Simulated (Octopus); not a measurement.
**MgS (Niningerite) in Octopus: the effect of potentials**

MgS (Niningerite):

```
S Mg
1.0
     0.00000    2.60165    2.60165
     2.60165    0.00000    2.60165
     2.60165    2.60165    0.00000
S Mg
1 1
Direct
  0.50000 0.50000 0.50000
  0.00000 0.00000 0.00000
```

Alike in all runs:

* Program: Octopus 16.4
* Task: single point
* Functional: PBE
* Grid spacing: 0.131 Å
* k mesh: 9 × 9 × 9
* Occupations: fermi-dirac, width 0.05 eV
* Spin: no spin polarisation

```tsv
potentials	gap on the mesh (eV)
pseudodojo_pbe (PseudoDojo 0.5, PBE)	2.91
sg15 (PBE)	2.93
pseudodojo_pbesol (PseudoDojo 0.4, PBEsol)	2.93
pseudodojo_lda (PseudoDojo 0.4, LDA)	3.00
hgh_lda (LDA)	?
```

Question: What does the run with potentials hgh_lda (LDA) give?

Answer: gap on the mesh 2.85 eV.

Caveats: an odd mesh through Γ misses points on the zone boundary, where band edges often lie; this is an older set of potentials, less accurate than current ones (some runs).

The runs don't all hold the same shells in valence.
